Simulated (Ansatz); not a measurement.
# Bi (R-3m) in Ansatz: convergence with ecutfock ratio

Aim: find how far ecutfock ratio must go before the results for Bi settle, at PBE0. This setting moves, with any that are tied to it; all else stays.

Everything below comes from runs of Ansatz 0.2.0. Logs are shortened: lines on timing, memory, paths and dates and some standing lists are left out, and cuts for length are marked.

### 1 The structure

It takes space group R-3m (No. 166, trigonal). The conventional cell has a = 4.535 Å, b = 4.535 Å, c = 11.814 Å, α = 90.00°, β = 90.00°, γ = 120.00°. Around Bi (site symmetry 3m) lie 6 Bi at 3.06 to 3.52 Å.

### 2 With ecutfock ratio 1

File input.yaml:

```yaml
crystal:
  lattice:
    - [2.2675, 1.3091417354, 3.938]
    - [-2.2675, 1.3091417354, 3.938]
    - [0.0, -2.6182834708, 3.938]
  atoms:
    - { symbol: Bi, position: [0.766, 0.766, 0.766] }
    - { symbol: Bi, position: [0.234, 0.234, 0.234] }
hamiltonian:
  xc: pbe0
  pseudopotentials: { kind: paw }
kpoints:
  mp_grid: { grid: [4, 4, 4] }
scf:
  occupations: { method: fermi_dirac, width: 0.1 }
  exx: { ecutfock_ratio: 1 }
output:
  forces: true
  stress: true
  eigenvalues: true
```

Potentials or basis: Ansatz PAW.

The run is started by

```
$ ansatz run input.yaml --threads 2 --pin off --max-ram 5632MiB --backend cpu --events-out ev --progress --plain --runs-dir out
```

Output:

```text
Warning: output.stress: scf.convergence.dr2_threshold = 1e-7 eV (the SCF's general default) is looser than the 2e-10 eV advised for a printed stress (1e-10 eV for each atom of the cell: 2). What an SCF threshold leaves in a stress goes as its square root, and in the free energy as the threshold itself, and one threshold admits the most on a small cell: of the crystals measured, under no hybrid functional and no lock of the moments, on runs that ended without the residual-converged pass, on stresses that held no estimate of that error, the worst erred by over 100 MPa in a component at 1e-7 eV an atom and by under 5 at 1e-10. Set scf.convergence.dr2_threshold to 2e-10 eV or tighter. The threshold is an SCF's pass mark: one that does not reach it within its budget of iterations ends unconverged, or closes short of it on a stop that the run arms, and scf.convergence.dr2_threshold's page says what that costs each kind of run
Warning: output.stress: scf.exx.energy_threshold = 1e-6 eV is looser than the 2e-8 eV advised for a stress under a hybrid functional (1e-8 eV for each atom of the cell: 2). Every SCF of the exchange loop can meet its threshold on dr2 while the loop round them stops early: no threshold on dr2 bounds what that leaves in the stress. Set scf.exx.energy_threshold to 2e-8 eV or tighter. The threshold is the loop's pass mark: a loop that does not reach it within its budget of cycles ends unconverged, and scf.exx.energy_threshold's page has the law
settings of this run that can trade accuracy for cost: scf.exx.ecutfock_ratio: 1 (norm-conserving) | under the files' recommended ratio and basis.ecutrho_ratio (paw). Do not mix this run's numbers with those of runs without the same settings; the input reference describes each key
Warning: RAYON_NUM_THREADS=2 ignored (pool sized by the plan → 2); use --threads N
Engine: ansatz 0.2.0, x86_64-unknown-linux-gnu
Pseudopotentials: kind: paw
Pseudopotential: Bi, paw, valence charge 15, recommended cutoff 420 eV (normal), Bi.paw.azcp
Functional definition: PBE0
  parameter a = 0.25
  parameter kappa = 0.804
  parameter beta = 0.06672455060314922
  exchange = (1 - a)*pbe_x(kappa = kappa, mu = beta*pi^2/3) + a*exact_x
  correlation = pbe_c(beta = beta)
Crystal: 2 atoms, lattice volume = 70.139 Å³
Basis set: ecut = 420 eV, 1369 PW (Γ), exchange–correlation on 64×64×64 points (8 copies of the dense FFT grid, shifted against one another)
Bands: 19, of which v1, the nominal top of the filled ones, is band 15 counted from 1 (14 counted from 0)
Symmetry: 12 space group operations
Space group: R-3m (ITA 166), of the structure as read, at distance tolerance 4.1e-5 Å
k-points: 13 of 64
Non-local potential: Bi, projectors of the file, l = 0: 2, l = 1: 2, l = 2: 2, l = 3: 2
PAW form: soft (Blöchl's): semilocal exchange-correlation on the pseudo side does not see the compensation charge
PAW frozen core: Bi, regenerated for the run's functional, and the local potential with it (the file was generated under x = pbe(κ = 0.804, μ = 0.2195149727645171), c = pbe(β = 0.06672455060314922))
PAW one-centre angular grid: Bi, 590 points (default); XC on 64 Gauss nodes
Initial density: superposition of atomic densities (neutral atoms: chi_scale 0, normalization atom), corrected by the library's trained network
Initial wavefunctions: pseudopotential atomic-orbital guess
Functional: x = pbe(κ = 0.804, μ = 0.2195149727645171), c = pbe(β = 0.06672455060314922), warm-up for x = 0.75 pbe(κ = 0.804, μ = 0.2195149727645171) + 0.25 exact, c = pbe(β = 0.06672455060314922)
SCF iter   1: F=—  HF=-24793.148454 eV  |F-HF|=—  |Δ(HF+E_count)|=         —  Δρ=1.00e-3  dr2=1.40e-3  ethr=1.77e-3  ⟨swp⟩=10.5  Hψ=1070  notcnv=0
preconditioner: auto → none  [insulator: Δε(μ)=0.778 eV  Ē_g=20.369 eV  σ=0.100 eV  W_gap=0.64  n_scr=14 (ndim 8)  ℏωp=24.3 eV  f_vac=0.003  D(μ)=0.67/eV (n_scr^D=0)]
SCF iter   2: F=—  HF=-24793.149696 eV  |F-HF|=—  |Δ(HF+E_count)|=   1.24e-3  Δρ=4.90e-4  dr2=1.96e-4  ethr=4.66e-6  ⟨swp⟩=4.3  Hψ=806  notcnv=0  defer=3
[... 36 lines left out ...]
hybrid outer 2: dexx = +1.151e-6 eV, tail = 8.37e-9 eV, Δε = 6.03e-3 eV (about 1.55e-4 eV left of the loop's levels), ΔF = 1.24e-2 eV/Å (tail 1.25e-3)
Frozen-core exchange: fock
SCF iter   1: F=—  HF=-24794.329695 eV  |F-HF|=—  |Δ(HF+E_count)|=         —  Δρ=1.37e-6  dr2=7.65e-10  ethr=1.40e-10  ⟨swp⟩=6.2  Hψ=624  notcnv=0
preconditioner: auto → none  [insulator: Δε(μ)=0.672 eV  Ē_g=10.629 eV  σ=0.100 eV  W_gap=0.93  n_scr=14 (ndim 8)  ℏωp=14.0 eV  f_vac=0.000  D(μ)=0.07/eV (n_scr^D=0)]
SCF iter   2: F=-24794.329695 eV  HF=-24794.329695 eV  |F-HF|=2.55e-11  |Δ(HF+E_count)|=  5.46e-11  Δρ=5.34e-7  dr2=8.98e-11  ethr=2.47e-12  ⟨swp⟩=4.2  Hψ=705  notcnv=0  defer=2
SCF 4 converged in 2 iterations: F = -24794.329695 eV  dr2 = 8.98e-11
  Residual-converged pass: ⟨swp⟩=3.0  Hψ=628  notcnv=0  max |occ|·‖R‖ = 2.6e-7 eV (tolerance 2.7e-7 eV)  dr2=8.92e-11  dr2_onsite=1.69e-11  max |Δocc| = 4.7e-14
hybrid outer 3: dexx = +2.365e-10 eV, tail = 2.15e-10 eV, Δε = 4.55e-5 eV (about 1.24e-5 eV left of the loop's levels), ΔF = 7.47e-5 eV/Å (tail 6.24e-5)
hybrid SCF converged: 3 outer / 17 inner (+6 warm-up), last move |dexx| = 2.37e-10 eV, tail = 2.15e-10 eV
Stability not checked: this state was not tested for a lower state beside it, because the functional holds exact exchange (a hybrid, or Hartree-Fock), whose exchange loop this test does not read (fock_operator; see scf.lower_state_search)
Free energy (F): -24794.329695 eV
Frozen-core exchange: fock
Harris-Foulkes:  -24794.329695 eV  (|F-HF|=2.55e-11)
Internal energy: -24794.326343 eV  (E = F + TS)
E sigma→0 (E₀):  -24794.328019 eV
Entropy (-TS):   -0.003352 eV (-1.676 meV/atom)
Fermi energy:    9.408778 eV
--- Per-component energies (eV) ---
  E_band       = -280.672640
  E_kinetic    = 602.459417
  E_local      = -3109.688013  (includes V_loc(G=0)·N_el)
  E_nonlocal   = 1121.855910
  E_hartree    = 1015.525341
  E_xc         = -232.371673
  E_vxc        = -221.491130  (∫ρ·V_xc dr)
  E_exx        = -82.004463  (= α·E_x^exact, valence–valence)
  E_paw        = -21316.948966  (= ΣΔE_a)
  E_vpaw       = -540.849567  (= ΣTr[D̂ρ^β])
  E_aug_tail   = -0.000869  (compensation charges beyond the density's cutoff)
  E_ewald      = -2793.531276
  E_core_change = 0.378250  (= ΣΔE_core)
  E_smearing   = -0.003352  (= −TS)
  E_closure    = 0.000000  (closes the sum)
  Σ components = -24794.329695   (vs F -24794.329695, Δ=0.00e0)
--- Forces (eV/Å), atoms counted from 1 ---
  atom   1  Bi    -0.00000000    -0.00000000     0.32990126
  atom   2  Bi     0.00000000     0.00000000    -0.32990126
  max |Σ_I F_I| component: 2.78e-17 eV/Å
--- Stress (GPa, compression-positive) ---
        0.148005       0.000000      -0.000000
        0.000000       0.148005      -0.000000
       -0.000000      -0.000000       0.484062
  P = ⅓ Tr σ = 0.2600 GPa (2.600 kbar)
--- Band table (eV; the first three rows and the last of 13) ---
  k-point 0: bands = ["-15.8434", "-15.8434", "-15.6763", "-15.6763", "-15.6599", "-15.4743", "-15.4589", "-15.4589", "-15.3377", "-15.3377", "-5.2723", "1.3453", "7.5467", "7.8303", "7.8303", "12.8572", "13.4102", "13.4102", "16.0917"]
  k-point 1: bands = ["-15.7989", "-15.7841", "-15.6581", "-15.6401", "-15.6263", "-15.5104", "-15.4911", "-15.4761", "-15.3994", "-15.3842", "-4.6162", "-0.1280", "7.6839", "7.8355", "8.2032", "11.2711", "11.9428", "12.1357", "15.6574"]
  k-point 2: bands = ["-15.7383", "-15.6640", "-15.6371", "-15.6187", "-15.5729", "-15.5554", "-15.5312", "-15.5255", "-15.4817", "-15.4457", "-3.0661", "-2.3402", "7.7577", "7.8795", "9.0580", "9.7303", "10.6030", "11.1463", "18.1119"]
  k-point 12: bands = ["-15.7461", "-15.7461", "-15.6373", "-15.6373", "-15.6155", "-15.5156", "-15.4902", "-15.4902", "-15.4465", "-15.4465", "-3.8501", "-1.6648", "8.4951", "8.5425", "8.5425", "10.7099", "10.7384", "10.7384", "17.6165"]
settings of this run that can trade accuracy for cost: scf.exx.ecutfock_ratio: 1 (norm-conserving) | under the files' recommended ratio and basis.ecutrho_ratio (paw). Do not mix this run's numbers with those of runs without the same settings; the input reference describes each key
```

Run time: 40 s. Hardware: 2 threads of Intel Xeon at 2.50GHz (Skylake/Cascade Lake), shared host; peak memory 0.75 GiB.

What came out:

```
Free energy            : -24794.3297 eV
Pressure               : 0.3 GPa
Largest force          : 0.330 eV/Å
Band gap on the k mesh : 0.67 eV, direct
```

### 3 With ecutfock ratio 2

input.yaml, as its differences from that of step 2:

```diff
@@ -15,3 +15,3 @@
   occupations: { method: fermi_dirac, width: 0.1 }
-  exx: { ecutfock_ratio: 1 }
+  exx: { ecutfock_ratio: 2 }
 output:
```

Potentials or basis: Ansatz PAW.

The run is started by

```
$ ansatz run input.yaml --threads 2 --pin off --max-ram 5632MiB --backend cpu --events-out ev --progress --plain --runs-dir out
```

Run time: 50 s. Hardware: 2 threads of Intel Xeon at 2.50GHz (Skylake/Cascade Lake), shared host; peak memory 0.88 GiB.

What came out:

- Free energy: -24794.4120 eV
- Pressure: 0.3 GPa
- Largest force: 0.330 eV/Å
- Band gap on the k mesh: 0.67 eV, direct

### 4 With ecutfock ratio 3

input.yaml, as its differences from that of step 3:

```diff
@@ -15,3 +15,3 @@
   occupations: { method: fermi_dirac, width: 0.1 }
-  exx: { ecutfock_ratio: 2 }
+  exx: { ecutfock_ratio: 3 }
 output:
```

The run is started by

```
$ ansatz run input.yaml --threads 2 --pin off --max-ram 5632MiB --backend cpu --events-out ev --progress --plain --runs-dir out
```

Wall time 51 s (2 threads of Intel Xeon at 2.50GHz (Skylake/Cascade Lake), shared host); peak memory 0.93 GiB.

It converged, with:

| Item | Value |
| --- | --- |
| Free energy | -24794.4117 eV |
| Pressure | 0.3 GPa |
| Largest force | 0.330 eV/Å |
| Band gap on the k mesh | 0.67 eV, direct |

### 5 With ecutfock ratio 4

input.yaml, as its differences from that of step 4:

```diff
@@ -15,3 +15,3 @@
   occupations: { method: fermi_dirac, width: 0.1 }
-  exx: { ecutfock_ratio: 3 }
+  exx: { ecutfock_ratio: 4 }
 output:
```

The run is started by

```
$ ansatz run input.yaml --threads 2 --pin off --max-ram 5632MiB --backend cpu --events-out ev --progress --plain --runs-dir out
```

Wall time 51 s (2 threads of Intel Xeon at 2.50GHz (Skylake/Cascade Lake), shared host); peak memory 0.93 GiB.

Results (log left out):

| Quantity | Value |
| --- | --- |
| Free energy | -24794.4117 eV |
| Pressure | 0.3 GPa |
| Largest force | 0.330 eV/Å |
| Band gap on the k mesh | 0.67 eV, direct |

### 6 Summary

```
ecutfock ratio  energy less the tightest run, at zero smearing (meV/atom)  SCF cycles  CPU time (s)  peak memory (GiB)
             1                                                      40.99          23            71               0.75
             2                                                      -0.19          23            91               0.88
             3                                                       0.00          23            94               0.93
             4                                                       0.00          23            92               0.93
```

Against the tightest run, the energy stays within 1 meV/atom from 2 on. The tightest run that finished is the yardstick and may itself not be fully converged.

Caveats: all runs use coarse meshes; spin-orbit coupling is left out, which as a rule narrows the gap of such compounds by several tenths of an eV; the PAW data sets come from PBE, with cores solved anew for the run's functional, which leaves a small shift of forces and pressure; the thresholds are loose for stress.
